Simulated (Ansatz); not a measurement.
# HfO₂: what a change does to the field gradients

Base: a COD entry, its atoms then relaxed with PBE in this cell.

```
CELL_PARAMETERS angstrom
5.11800 0.00000 0.00000
0.00000 5.18570 0.00000
-0.85866 0.00000 5.21387
ATOMIC_POSITIONS crystal
Hf 0.27670 0.04188 0.20813
Hf 0.72330 0.54188 0.29187
Hf 0.72330 0.95812 0.79187
Hf 0.27670 0.45812 0.70813
O 0.44655 0.75838 0.48027
O 0.55345 0.25838 0.01973
O 0.55345 0.24162 0.51973
O 0.44655 0.74162 0.98027
O 0.07264 0.33925 0.33895
O 0.92736 0.83925 0.16105
O 0.92736 0.66075 0.66105
O 0.07264 0.16075 0.83895
```

Sites (sets of like atoms) are named by element and the number of their first atom in this list.

Computed with Ansatz: DFT, PBE, plane waves and PAW (field gradients read without the response of the frozen cores, which leaves them typically 4 to 6 % off), scalar-relativistic, 420 eV cutoff, Γ-centred 4×4×4 k-points, Fermi–Dirac smearing 0.02 eV.

(1) Variant: z compressed by 4 %, ions at fixed fractional positions. What happens to the gradients (10²¹ V/m²)?

Answers

(1) 

```json
{"site": "Hf", "atoms": "1, 2, 3, 4", "V_zz base": "12.04", "η base": "0.16", "V_zz variant": "16.38", "η variant": "0.53"}
{"site": "O5", "atoms": "5, 6, 7, 8", "V_zz base": "-1.10", "η base": "1.00", "V_zz variant": "-1.79", "η variant": "0.51"}
{"site": "O9", "atoms": "9, 10, 11, 12", "V_zz base": "-1.38", "η base": "0.88", "V_zz variant": "1.28", "η variant": "0.48"}
```

The largest change of V_zz along a kept axis is on Hf, from 12.04 to 16.38. In per cent, |V_zz| changes by +36 on Hf, +63 on O (all sites that start above 0.5, bar those whose gradient vanishes or changes sign or whose main axis turns by over 40°). Where |V_zz| stays above 0.1 and the axes keep their order, η moves most on O5, from 1.00 to 0.51. On O9 the largest principal value lies along another axis in the second run, so the two V_zz can't be compared directly.

Without spin–orbit coupling the gradients at and beside Hf can be off by some per cent, at some sites by more.
For the base: At this cell the principal stresses reach 5 GPa in size with PBE, which can matter for small gradients.
For the variant: At this changed cell the PBE pressure is 16 GPa. The atoms aren't relaxed in the changed cell (largest force 0.5 eV/Å).
